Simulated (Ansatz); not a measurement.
## How SiO2 stores the work of compression

Computed with DFT LDA, scalar-relativistic, plane waves, PAW (Ansatz 0.2.0). Run with 420 eV cutoff, 6×6×6 k-mesh, Gaussian smearing of 0.02 eV, no spin polarisation.

Reference structure (relaxed):

```yaml
crystal:
  lattice:
    - [-4.45533, 4.45533, 2.60736]
    - [4.45533, -4.45533, 2.60736]
    - [4.45533, 4.45533, -2.60736]
  atoms:
    - { symbol: Si, position: [0.17694, 0.17694, 0.35387] }
    - { symbol: Si, position: [0.82306, 0.17694, 0.00000] }
    - { symbol: Si, position: [0.17694, 0.82306, 0.00000] }
    - { symbol: Si, position: [0.82306, 0.82306, 0.64613] }
    - { symbol: O, position: [0.50000, 0.50000, 0.50000] }
    - { symbol: O, position: [0.00000, 0.50000, 0.00000] }
    - { symbol: O, position: [0.50000, 0.00000, 0.00000] }
    - { symbol: O, position: [0.00000, 0.00000, 0.50000] }
    - { symbol: O, position: [0.00000, 0.20894, 0.20894] }
    - { symbol: O, position: [0.79106, 0.00000, 0.79106] }
    - { symbol: O, position: [0.20894, 0.00000, 0.20894] }
    - { symbol: O, position: [0.00000, 0.79106, 0.79106] }
```

Cell and atoms were relaxed at each target pressure within the start's symmetry (I4/mmm), at zero temperature; other phases can be more stable under pressure. H = E + PV with P the target; E is the free energy at the smearing used, whose derivative the pressure is, per atom and counted from zero pressure.

| P (GPa) | V (Å³/atom) | E − E0 (meV) | H − H0 (meV) |
| --- | --- | --- | --- |
| 0 | 17.252 | 0.0 | 0.0 |
| 1 | 17.128 | 0.4 | 107.3 |
| 4 | 16.774 | 5.8 | 424.6 |
| 12 | 15.930 | 47.3 | 1240.4 |
| 25 | 14.695 | 189.8 | 2482.8 |

**Question.** Thermodynamics gives dH/dP = V along a relaxed path. Integrate V over P by the trapezoid rule and compare with the computed enthalpies.

**Answer.** With 1 eV/Å³ = 160.22 GPa, each step adds the mean volume times ΔP / 160.22:
```
P (GPa)  ∫V dP (meV) H − H0 (meV) difference (meV)
      1        107.3         107.3               0.0
      4        424.7         424.6               0.1
     12       1241.2        1240.4               0.8
     25       2483.6        2482.8               0.8
```

V(P) curves upward, so the trapezoid rule runs high; integrating a smooth curve through the same points (P as a polynomial of degree 4 in ln V) puts that excess at about 1.1 meV at 25 GPa, against the 0.8 meV found.

**Question.** At 25 GPa, how much of the enthalpy change is stored energy and how much is the PV term?

**Answer.** E rises by 190 meV/atom and PV is 25 × 14.695 / 160.22 = 2293 meV/atom, so PV makes 92 % of ΔH. So between rival structures at high pressure a small difference in volume can outweigh the difference in energy: 1 % of this volume is worth 22.9 meV/atom at this pressure.

**Question.** What bulk modulus do the lowest pressures give?

**Answer.** From the pressures that the runs reached, -1.00 GPa (17.379 Å³) and 1.00 GPa (17.128 Å³), B = −ΔP/Δln V = 2.00 / 0.0146 = 137 GPa, a mean over that range.

**Question.** The gap is 5.334 eV at -1.00 GPa and 5.358 eV at 1.00 GPa. What pressure coefficient and volume deformation potential follow?

**Answer.** dE_g/dP = 12.2 meV/GPa, and a_V = dE_g/d ln V = −B dE_g/dP = -1.67 eV. The band edges lie at other k points in the two runs, so this is a mean over different edges. Gaps are Kohn–Sham gaps over the whole zone.

This form isn't the usual stable structure of the compound.